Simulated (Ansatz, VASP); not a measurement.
**Two plane-wave programs on Si**

```
Si
1.0
     0.00000    2.72770    2.70812
     2.72770    0.00000    2.70812
     2.72770    2.72770    0.00000
Si
2
Direct
  0.00000 0.00000 0.00000
  0.25000 0.25000 0.25000
```

Alike in both runs: task single point; functional PBEsol; k mesh 10 × 10 × 10; non-collinear spin, spin-orbit coupling.

```csv
,VASP,Ansatz
version,VASP 6.6.1,Ansatz 0.2.0
potentials or method,"VASP PAW PBE potentials, release 64 (Si)","plane waves, PAW"
plane-wave cutoff (eV),520,420
occupations,"gaussian, width 0.01 eV",fixed
valence electrons in the cell,8,8
```

Ansatz gave:

| Quantity | Value |
| --- | --- |
| gap on the k mesh at the Fermi level (eV) | 0.40 |
| least direct gap on the mesh (eV) | 2.45 |
| net moment per atom (μB) | 0.00 |

Task: Which values does VASP return?

Result: gap on the k mesh at the Fermi level (eV): 0.39; least direct gap on the mesh (eV): 2.45; net moment per atom (μB): 0.00.
